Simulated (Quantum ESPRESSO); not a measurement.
# Sn (Im-3m) in Quantum ESPRESSO: further runs, part 3 of 3

Quantum ESPRESSO 7.5. The steps go on from the part before.

## 4. Phonons, PBE

pw.in

```
&CONTROL
  calculation = 'scf'
  prefix = 'pwscf'
  outdir = './tmp'
  pseudo_dir = './pseudo'
  tprnfor = .true.
  tstress = .true.
  disk_io = 'low'
/
&SYSTEM
  ibrav = 0
  nat = 1
  ntyp = 1
  ecutwfc = 68
  ecutrho = 544
  nbnd = 13
  occupations = 'smearing'
  smearing = 'mv'
  degauss = 0.01469973
/
&ELECTRONS
  conv_thr = 2d-10
  electron_maxstep = 120
  mixing_beta = 0.5
/
ATOMIC_SPECIES
Sn   118.7100 sn_pbe_v1.4.uspp.F.UPF
CELL_PARAMETERS angstrom
  -1.8946518192    1.8946518192    1.8946518192
   1.8946518192   -1.8946518192    1.8946518192
   1.8946518192    1.8946518192   -1.8946518192
ATOMIC_POSITIONS crystal
Sn     0.0000000000    0.0000000000    0.0000000000
K_POINTS automatic
7 7 7 0 0 0
```

relax.in

```
&CONTROL
  calculation = 'vc-relax'
  prefix = 'pwscf'
  outdir = './tmp'
  pseudo_dir = './pseudo'
  tprnfor = .true.
  tstress = .true.
  disk_io = 'low'
  nstep = 40
  forc_conv_thr = 0.0001
  etot_conv_thr = 1d-06
/
&SYSTEM
  ibrav = 0
  nat = 1
  ntyp = 1
  ecutwfc = 68
  ecutrho = 544
  nbnd = 13
  occupations = 'smearing'
  smearing = 'mv'
  degauss = 0.01469973
/
&ELECTRONS
  conv_thr = 2d-10
  electron_maxstep = 120
  mixing_beta = 0.5
/
&IONS
  ion_dynamics = 'bfgs'
/
&CELL
  cell_dynamics = 'bfgs'
  press = 0
  press_conv_thr = 0.2
/
ATOMIC_SPECIES
Sn   118.7100 sn_pbe_v1.4.uspp.F.UPF
CELL_PARAMETERS angstrom
  -1.8946518192    1.8946518192    1.8946518192
   1.8946518192   -1.8946518192    1.8946518192
   1.8946518192    1.8946518192   -1.8946518192
ATOMIC_POSITIONS crystal
Sn     0.0000000000    0.0000000000    0.0000000000
K_POINTS automatic
7 7 7 0 0 0
```

scf2.in

```
&CONTROL
  calculation = 'scf'
  prefix = 'pwscf'
  outdir = './tmp'
  pseudo_dir = './pseudo'
  tprnfor = .true.
  tstress = .true.
  disk_io = 'low'
/
&SYSTEM
  ibrav = 0
  nat = 1
  ntyp = 1
  ecutwfc = 68
  ecutrho = 544
  nbnd = 13
  occupations = 'smearing'
  smearing = 'mv'
  degauss = 0.01469973
/
&ELECTRONS
  conv_thr = 1d-13
  electron_maxstep = 120
  mixing_beta = 0.5
  startingpot = 'file'
  startingwfc = 'file'
/
ATOMIC_SPECIES
Sn   118.7100 sn_pbe_v1.4.uspp.F.UPF
CELL_PARAMETERS angstrom
  -1.9056755686    1.9056755686    1.9056755686
   1.9056755686   -1.9056755686    1.9056755686
   1.9056755686    1.9056755686   -1.9056755686
ATOMIC_POSITIONS crystal
Sn     0.0000000000    0.0000000000    0.0000000000
K_POINTS automatic
7 7 7 0 0 0
```

ph.in

```
phonons of Sn
&INPUTPH
  prefix = 'pwscf'
  outdir = './tmp'
  tr2_ph = 1d-18
  fildyn = 'dyn'
  niter_ph = 90
  alpha_mix(1) = 0.4
/
-0.0000000000 0.8660254038 -0.0000000000
```

Potentials or basis: GBRV 1.5 PBE.

On the command line:

```bash
$ OMP_NUM_THREADS=1 pw.x -in pw.in > pw.out
$ OMP_NUM_THREADS=1 pw.x -in relax.in > relax.out
$ OMP_NUM_THREADS=1 pw.x -in scf2.in > scf2.out
$ OMP_NUM_THREADS=1 ph.x -in ph.in > ph.out
```

pw.out:

```text
This program is part of the open-source Quantum ESPRESSO suite
     for quantum simulation of materials; please cite
[... 9 lines left out ...]
     --------------------
     sticks:   dense  smooth     PW     G-vecs:    dense   smooth      PW
     Sum        1563     785    233                39327    13835    2315

     Using Slab Decomposition

     bravais-lattice index     =            0
     lattice parameter (alat)  =       6.2014  a.u.
     unit-cell volume          =     183.5882 (a.u.)^3
     number of atoms/cell      =            1
     number of atomic types    =            1
     number of electrons       =        14.00
     number of Kohn-Sham states=           13
     kinetic-energy cutoff     =      68.0000  Ry
     charge density cutoff     =     544.0000  Ry
     scf convergence threshold =      2.0E-10
     mixing beta               =       0.5000
     number of iterations used =            8  plain     mixing
     Exchange-correlation=  SLA  PW   PBX  PBC
                           (   1   4   3   4   0   0   0)

     celldm(1)=   6.201388  celldm(2)=   0.000000  celldm(3)=   0.000000
     celldm(4)=   0.000000  celldm(5)=   0.000000  celldm(6)=   0.000000

     crystal axes: (cart. coord. in units of alat)
               a(1) = (  -0.577350   0.577350   0.577350 )
               a(2) = (   0.577350  -0.577350   0.577350 )
               a(3) = (   0.577350   0.577350  -0.577350 )

     reciprocal axes: (cart. coord. in units 2 pi/alat)
               b(1) = ( -0.000000  0.866025  0.866025 )
               b(2) = (  0.866025 -0.000000  0.866025 )
               b(3) = (  0.866025  0.866025  0.000000 )

     PseudoPot. # 1 for Sn read from file:
     sn_pbe_v1.4.uspp.F.UPF
     Pseudo is Ultrasoft + core correction, Zval = 14.0
     Generated by new atomic code, or converted to UPF format
     Using radial grid of  891 points,  6 beta functions with:
                l(1) =   0
                l(2) =   0
                l(3) =   1
                l(4) =   1
                l(5) =   2
                l(6) =   2
     Q(r) pseudized with  8 coefficients,  rinner =    1.350   1.350   1.350
                                                       1.350   1.350

     atomic species   valence    mass     pseudopotential
     Sn               14.00   118.71000     Sn( 1.00)

     48 Sym. Ops., with inversion, found

   Cartesian axes

     site n.     atom                  positions (alat units)
         1        Sn     tau(   1) = (   0.0000000   0.0000000   0.0000000  )

     number of k points=    20  Marzari-Vanderbilt smearing, width (Ry)=  0.0147
                       cart. coord. in units 2pi/alat
        k(    1) = (   0.0000000   0.0000000   0.0000000), wk =   0.0058309
        k(    2) = (   0.1237179   0.1237179   0.0000000), wk =   0.0699708
        k(    3) = (   0.2474358   0.2474358   0.0000000), wk =   0.0699708
        k(    4) = (   0.3711537   0.3711537   0.0000000), wk =   0.0699708
        k(    5) = (   0.2474358   0.1237179   0.1237179), wk =   0.1399417
        k(    6) = (   0.3711537   0.2474358   0.1237179), wk =   0.2798834
[... 12 lines left out ...]
        k(   19) = (  -0.7423075  -0.1237179  -0.1237179), wk =   0.0466472
        k(   20) = (  -0.0000000  -0.0000000   0.7423075), wk =   0.0349854

     Dense  grid:    39327 G-vectors     FFT dimensions: (  48,  48,  48)

     Smooth grid:    13835 G-vectors     FFT dimensions: (  36,  36,  36)

     Initial potential from superposition of free atoms

     starting charge      13.0000, renormalised to      14.0000
     Starting wfcs are    9 randomized atomic wfcs +    4 random wfcs

     Self-consistent Calculation

     iteration #  1     ecut=    68.00 Ry     beta= 0.50
     Davidson diagonalization with overlap
     ethr =  1.00E-02,  avg # of iterations =  7.5

     total energy              =    -158.97823438 Ry
     estimated scf accuracy    <       1.14880701 Ry

     iteration #  2     ecut=    68.00 Ry     beta= 0.50
     Davidson diagonalization with overlap
     ethr =  8.21E-03,  avg # of iterations =  2.0

     total energy              =    -159.24430337 Ry
     estimated scf accuracy    <       0.01144752 Ry

     iteration #  3     ecut=    68.00 Ry     beta= 0.50
     Davidson diagonalization with overlap
     ethr =  8.18E-05,  avg # of iterations =  5.2

     total energy              =    -159.24568098 Ry
     estimated scf accuracy    <       0.00296776 Ry

     iteration #  4     ecut=    68.00 Ry     beta= 0.50
     Davidson diagonalization with overlap
     ethr =  2.12E-05,  avg # of iterations =  3.0

     total energy              =    -159.24604849 Ry
     estimated scf accuracy    <       0.00035127 Ry

     iteration #  5     ecut=    68.00 Ry     beta= 0.50
     Davidson diagonalization with overlap
     c_bands:  1 eigenvalues not converged
     ethr =  2.51E-06,  avg # of iterations =  4.5

     total energy              =    -159.24615550 Ry
     estimated scf accuracy    <       0.00000453 Ry

     iteration #  6     ecut=    68.00 Ry     beta= 0.50
     Davidson diagonalization with overlap
     ethr =  3.23E-08,  avg # of iterations =  3.2

     total energy              =    -159.24615050 Ry
     estimated scf accuracy    <       0.00001064 Ry

     iteration #  7     ecut=    68.00 Ry     beta= 0.50
     Davidson diagonalization with overlap
     ethr =  3.23E-08,  avg # of iterations =  2.0

     total energy              =    -159.24615266 Ry
     estimated scf accuracy    <       0.00000004 Ry

     iteration #  8     ecut=    68.00 Ry     beta= 0.50
     Davidson diagonalization with overlap
     ethr =  3.21E-10,  avg # of iterations =  2.6

     total energy              =    -159.24615266 Ry
     estimated scf accuracy    <       0.00000002 Ry

     iteration #  9     ecut=    68.00 Ry     beta= 0.50
     Davidson diagonalization with overlap
     ethr =  1.45E-10,  avg # of iterations =  3.0

     total energy              =    -159.24615383 Ry
     estimated scf accuracy    <       0.00000006 Ry
[... 26 lines left out ...]
     total energy              =    -159.24615228 Ry
     estimated scf accuracy    <       0.00000116 Ry

     iteration # 14     ecut=    68.00 Ry     beta= 0.50
     Davidson diagonalization with overlap
     ethr =  1.45E-10,  avg # of iterations =  4.3

     total energy              =    -159.24615245 Ry
     estimated scf accuracy    <       0.00000259 Ry

     iteration # 15     ecut=    68.00 Ry     beta= 0.50
     Davidson diagonalization with overlap
     ethr =  1.45E-10,  avg # of iterations =  4.0

     total energy              =    -159.24615263 Ry
     estimated scf accuracy    <       0.00000019 Ry

     iteration # 16     ecut=    68.00 Ry     beta= 0.50
     Davidson diagonalization with overlap
     ethr =  1.45E-10,  avg # of iterations =  3.0

     End of self-consistent calculation

          k = 0.0000 0.0000 0.0000 (  1745 PWs)   bands (ev):

   -10.7041 -10.7041 -10.7041 -10.5672 -10.5672  -0.2139  18.8255  18.8255
    18.8255  23.1854  23.1854  23.1854  23.5543

          k = 0.1237 0.1237 0.0000 (  1739 PWs)   bands (ev):

   -10.7126 -10.6922 -10.6633 -10.5762 -10.5684   0.2307  15.7869  17.4527
    18.2672  20.8965  21.2396  22.7571  24.5277

          k = 0.2474 0.2474 0.0000 (  1733 PWs)   bands (ev):

   -10.7317 -10.6782 -10.5857 -10.5709 -10.5703   1.5638  11.2717  15.6421
    17.1551  19.5329  19.8626  23.6607  25.4575

          k = 0.3712 0.3712 0.0000 (  1736 PWs)   bands (ev):

   -10.7470 -10.6852 -10.5771 -10.5727 -10.4942   3.6773   7.4423  14.6122
    16.4270  18.8880  19.1858  25.4744  26.7533

          k = 0.2474 0.1237 0.1237 (  1729 PWs)   bands (ev):

   -10.7139 -10.6867 -10.5997 -10.5874 -10.5703   1.1204  13.1462  14.7396
    16.8463  20.8663  21.2430  23.4084  25.1772

          k = 0.3712 0.2474 0.1237 (  1737 PWs)   bands (ev):

   -10.7262 -10.6715 -10.5867 -10.5772 -10.5290   2.8693   9.4590  12.8543
    15.7560  20.1066  22.1594  23.4246  27.4891
[... 21 lines left out ...]
          k =-0.0000-0.0000 0.2474 (  1733 PWs)   bands (ev):

   -10.6759 -10.6759 -10.6660 -10.5958 -10.5680   0.6751  15.6370  16.0444
    16.0444  19.3087  22.8198  22.8198  24.1286

          k = 0.4949 0.3712 0.3712 (  1727 PWs)   bands (ev):

   -10.6900 -10.6119 -10.6119 -10.5707 -10.5707   5.5722   8.7597   8.7597
    11.5098  26.0953  27.0153  27.0153  29.5844

          k =-0.0000-0.1237 0.3712 (  1742 PWs)   bands (ev):

   -10.6886 -10.6570 -10.6103 -10.5809 -10.5757   2.0040  11.6203  14.2940
    15.4206  18.9388  21.9069  22.4584  27.3337

          k =-0.0000-0.2474 0.4949 (  1733 PWs)   bands (ev):

   -10.7022 -10.6715 -10.6015 -10.5833 -10.4983   4.0966   7.8778  13.3132
    14.8611  20.1341  21.1850  22.2203  24.1187

          k = 0.1237-0.1237 0.4949 (  1734 PWs)   bands (ev):

   -10.6746 -10.6566 -10.6113 -10.5873 -10.5258   3.7242   9.8140  11.2418
    15.6606  18.4384  21.1181  23.6050  26.0907

          k =-0.7423-0.2474-0.2474 (  1746 PWs)   bands (ev):

   -10.6759 -10.6584 -10.6316 -10.5596 -10.5049   5.4662   7.7219  10.3157
    15.7801  19.4472  20.8335  21.1731  26.2287

          k =-0.0000-0.0000 0.4949 (  1745 PWs)   bands (ev):

   -10.6618 -10.6199 -10.5970 -10.5970 -10.5810   3.3125  12.3346  12.5757
    12.5757  16.3359  23.1133  25.6251  25.6252

          k =-0.0000-0.1237 0.6186 (  1750 PWs)   bands (ev):

   -10.6857 -10.6597 -10.5995 -10.5583 -10.5074   5.3370   9.1065  11.6096
    12.9022  16.7174  19.5541  24.9926  25.7707

          k =-0.7423-0.1237-0.1237 (  1752 PWs)   bands (ev):

   -10.6910 -10.6910 -10.5827 -10.5127 -10.5127   6.6975   9.3543   9.3543
    13.4730  16.9237  16.9237  24.9428  30.0504

          k =-0.0000-0.0000 0.7423 (  1738 PWs)   bands (ev):

   -10.7164 -10.7083 -10.5166 -10.5166 -10.5133   7.2140  10.6438  10.6438
    10.6741  14.8805  16.1806  28.7426  30.0644

     the Fermi energy is    11.1416 ev

!    total energy              =    -159.24615267 Ry
     estimated scf accuracy    <          1.0E-11 Ry
     smearing contrib. (-TS)   =      -0.00039758 Ry
     internal energy E=F+TS    =    -159.24575509 Ry

     The total energy is F=E-TS. E is the sum of the following terms:
     one-electron contribution =     -53.77198622 Ry
     hartree contribution      =      37.12737784 Ry
     xc contribution           =     -42.99005197 Ry
     ewald contribution        =     -99.61109473 Ry

     convergence has been achieved in  16 iterations

     Forces acting on atoms (cartesian axes, Ry/au):

     atom    1 type  1   force =     0.00000000    0.00000000    0.00000000

     Total force =     0.000000     Total SCF correction =     0.000000

     Computing stress (Cartesian axis) and pressure

          total   stress  (Ry/bohr**3)                   (kbar)     P=        8.64
   0.00005870  -0.00000000  -0.00000000            8.64       -0.00       -0.00
  -0.00000000   0.00005870  -0.00000000           -0.00        8.64       -0.00
  -0.00000000  -0.00000000   0.00005870           -0.00       -0.00        8.64

=------------------------------------------------------------------------------=
   JOB DONE.
=------------------------------------------------------------------------------=
```

Run time: 2.4 min. Hardware: 1 thread of Arm Neoverse V2, shared host; peak memory 0.17 GiB.

What came out:

| Property | Result |
| --- | --- |
| Free energy | -2166.6561 eV |
| Relaxed volume | 27.68 Å³/atom |
| Relaxed cell | a = 3.301 Å, b = 3.301 Å, c = 3.301 Å, α = 109.47°, β = 109.47°, γ = 109.47° |
| Space group after relaxing (to 0.05 Å) | Im-3m (No. 229) |
| Pressure after relaxing | -0.1 GPa |
| Band gap on the k mesh | none (metal or under the smearing width) |
| Highest phonon frequency at the q point run | 88 cm⁻¹ |

Step by step:
```
step  energy change (eV)  largest force (eV/Å)  pressure (GPa)  volume (Å³)
   1              0.0000                0.0000            0.86        27.20
   2             -0.0006                0.0000            0.65        27.32
   3             -0.0010                0.0000            0.40        27.46
   4             -0.0013                0.0000            0.05        27.66
   5             -0.0013                0.0000            0.00        27.68
```

Final structure:
```
Sn
1.0
    -1.90568    1.90568    1.90568
     1.90568   -1.90568    1.90568
     1.90568    1.90568   -1.90568
Sn
1
Direct
  0.00000 0.00000 0.00000
```

Phonon frequencies in cm⁻¹ (negative: imaginary):
```
               q point  frequencies
(0.500, -0.500, 0.500)     88 88 88
```

Phonon modes at q = (0.500, -0.500, 0.500) in reciprocal lattice units:
| mode | symmetry | cm⁻¹ |
| --- | --- | --- |
| 1 | T_1u | 88 |
| 2 | T_1u | 88 |
| 3 | T_1u | 88 |

Caveat: the k mesh is coarse; the mesh is thin for the phonons of a metal; the q point doesn't lie on the k mesh, which can shift a metal's frequencies strongly unless the mesh is converged.

## 5. The runs side by side

```csv
task,level,potentials or basis,k mesh,cutoff (eV),smearing,q mesh,form of the LDA correlation,gap on the mesh (eV),pressure (GPa)
phonons and electron-phonon coupling,PBE,SPMS 1.0 PBE,12 × 12 × 12,884,methfessel-paxton 0.272 eV,4 × 4 × 4,-,none,0.0
phonons,LDA,GBRV 1.5 LDA,7 × 7 × 7,925,cold 0.2 eV,-,PZ81,none,0.2
phonons,PBE,GBRV 1.5 PBE,7 × 7 × 7,925,cold 0.2 eV,-,-,none,-0.1
```

Alike in all rows: no spin polarisation; cell relaxed.

Caveats: the mesh is thin for the phonons of a metal (some runs); the q point doesn't lie on the k mesh, which can shift a metal's frequencies strongly unless the mesh is converged (some runs); some modes are imaginary (some runs); λ from interpolated matrix elements is rough: modes that symmetry makes equal can differ by tens of percent (some runs).

Absolute energies hang on the potentials; compare differences alone.
